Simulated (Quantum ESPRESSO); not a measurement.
The system is ZnS (Wurtzite-4H).

```
Zn S
1.0
     3.82270    0.00000    0.00000
    -1.91135    3.31056    0.00000
     0.00000    0.00000   12.52000
Zn S
4 4
Direct
  0.66667 0.33333 0.75000
  0.33333 0.66667 0.25000
  0.00000 0.00000 0.50000
  0.00000 0.00000 0.00000
  0.66667 0.33333 0.93750
  0.33333 0.66667 0.43750
  0.00000 0.00000 0.68750
  0.00000 0.00000 0.18750
```

Base run:

| Property | Result |
| --- | --- |
| Program | Quantum ESPRESSO 7.5 |
| Functional | PBEsol |
| Potentials or basis | GBRV 1.5 PBEsol |
| Cutoff | 612 eV |
| Density cutoff | 4898 eV |
| k mesh | 8 × 8 × 3 |
| Occupations | fermi-dirac, width 0.05 eV |
| Spin | no spin polarisation |

Its results: band gap on the k mesh 1.99 eV, direct; pressure -2.5 GPa; largest force 0.040 eV/Å.

Question: The run is repeated on the same cell with these changes: functional from PBEsol to PBE; potentials or basis from GBRV 1.5 PBEsol to GBRV 1.5 PBE. What comes out?

Answer: Band gap on the k mesh 2.12 eV, direct; pressure 1.1 GPa; largest force 0.043 eV/Å.
